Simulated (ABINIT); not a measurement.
Runs of ABINIT 10.8.3 (patched build) on Ge. It takes space group P6_3/mmc (No. 194, hexagonal). The conventional cell has a = 3.998 Å, b = 3.998 Å, c = 6.599 Å, α = 90.00°, β = 90.00°, γ = 120.00°. Ge (site symmetry 3m) has 4 Ge at 2.45 to 2.47 Å as nearest neighbours. This isn't the form of Ge at room conditions, which is diamond.

```tsv
task	level	potentials or basis	cell	k mesh	cutoff (eV)	cell freedom (optcell)	cutoff smearing ecutsm (Ha)	optimiser (ionmov)	force stop (Ha/bohr)	fine-grid cutoff	mesh quality	gap on the mesh (eV)	pressure (GPa)	relaxed volume (Å³/atom)	largest force (eV/Å)
relaxation of cell and atoms	LDA	JTH PAW LDA v2.0	relaxed	7 × 7 × 3	599	2	0.5	2	5e-05	1197.3 eV	not flagged	0.13	0.0	22.25	-
band structure	LDA	JTH PAW LDA v2.0	as given	8 × 8 × 4	599	-	-	-	-	1197.3 eV	not flagged	-	(a)	-	-
single point	PBEsol	PseudoDojo NC SR PBEsol v0.4.1 standard	as given	8 × 8 × 4	1061	-	-	-	-	-	not flagged	0.11	0.0	-	0.01
band structure	TB-mBJ	JTH PAW LDA v2.0	as given	4 × 4 × 2	707	-	-	-	-	1306.15 eV	coarse	(b)	-	-	-
relaxation of cell and atoms	LDA	JTH PAW LDA v2.0	relaxed	7 × 7 × 3	599	2	0.5	22	0.0005	1197.3 eV	not flagged	0.11	0.1	22.23	0.02
```

Alike in all rows: no spin polarisation; smearing fermi-dirac 0.05 eV.

Problem. Fill in the values left out.

Solution. (a) -2.4; (b) 0.49.

Caveats: some runs use coarse meshes; an odd mesh through Γ misses points on the zone boundary, where band edges often lie (some runs); the constant c of TB-mBJ comes from the pseudo density here, which moves gaps by up to 0.3 eV between sets of potentials (some runs); the PAW data sets were made with another functional, which shifts forces and pressure a little (some runs).

A k mesh can miss the band edges, and the runs leave out spin-orbit coupling on Ge.

Not every run made on this cell is shown here.
